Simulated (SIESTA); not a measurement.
## InAs: equation of state with BLYP

InAs:

```
In As
1.0
     0.00000    3.01800    3.01800
     3.01800    0.00000    3.01800
     3.01800    3.01800    0.00000
In As
1 1
Direct
  0.00000 0.00000 0.00000
  0.75000 0.75000 0.75000
```

```yaml
Program: SIESTA 5.4.2
Task: equation of state
Functional: BLYP
Potentials_or_basis: PseudoDojo 0.4 standard (PBE files)
Basis: DZP (energy shift 0.002 Ry; radii capped at 9.5 bohr)
Grid_cutoff: 500 Ry
Energy_shift: 0.002 Ry
k_mesh: 8 × 8 × 8
Occupations: fermi-dirac, width 0.05 eV
Spin: no spin polarisation
```

| Quantity | Value |
| --- | --- |
| Equilibrium volume | 31.76 Å³/atom (rough: see the caveat) |
| Bulk modulus | 38 GPa (rough) |

Energy against volume, from the lowest point:
```csv
volume (Å³/atom),energy (meV/atom)
25.840,169.24
26.389,126.87
26.939,91.13
27.489,61.18
28.039,36.17
28.588,15.94
29.138,0.00
```

All runs of the series together: 3.6 min on 1 thread of Arm Neoverse V2, on a shared host.

Caveat: the minimum lies outside the volumes run; semicore shells carry a single zeta, which can move pressures by several GPa and volumes by a few percent; the potentials were made for another functional, which shifts forces and pressure; the basis of atomic orbitals isn't converged, which shifts pressures, moduli and gaps.
